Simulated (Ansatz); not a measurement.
Input deck for Ansatz 0.2.0, then the block of the output on the nuclei.

The cell is a COD entry whose atoms were relaxed with PBE, the cell held.

```yaml
crystal:
  lattice:
    - [0.0, 3.14, 3.14]
    - [3.14, 0.0, 3.14]
    - [3.14, 3.14, 0.0]
  atoms:
    - { symbol: Cd, position: [0.0, 0.0, 0.0] }
    - { symbol: Te, position: [0.25, 0.25, 0.25] }
kpoints:
  mp_grid: { grid: [12, 12, 12] }
scf:
  occupations: { method: fermi_dirac, width: 0.02 }
hamiltonian:
  xc: pbesol
  pseudopotentials: { kind: paw }
output:
  forces: true
  stress: true
  populations: true
  efg: { contact_densities: true }
  write_density: true
  write_potential: true
  elf: true
  volumetric_format: npy
```

```sh
ansatz run input.yaml --threads 1 --pin off --max-ram 3072MiB --backend cpu --events-out ev --progress --plain --runs-dir out
```

Of the output, the block on the nuclei alone is shown; the set-up, the SCF iterations, energies, forces and stress are cut.

```
--- PAW observables at the nuclei: V_zz in 10²¹ V/m², potentials from the cell's mean, atoms counted from 1 ---
  atom   1  Cd V_zz =    -0.000000   η = 0.0000   by run symmetry: forbidden
            electrostatic potential = -7705.485469 V   contact ρ = 1034398.270573 e/Å³
  atom   2  Te V_zz =    -0.000000   η = 0.0000   by run symmetry: forbidden
            electrostatic potential = -8647.585076 V   contact ρ = 1466631.950565 e/Å³
```

The run took 6.3 s of wall time (6.4 s of CPU time) and 0.54 GiB at its peak, on 1 thread of Intel Xeon 6975P-C (Granite Rapids) (x86_64; 16 cores open to the job, memory cap 3.0 GiB, no GPU), a shared host with a load of 0.1 a core.

At this cell the PBEsol pressure is 5 GPa, so with PBEsol the cell would grow if it were relaxed.
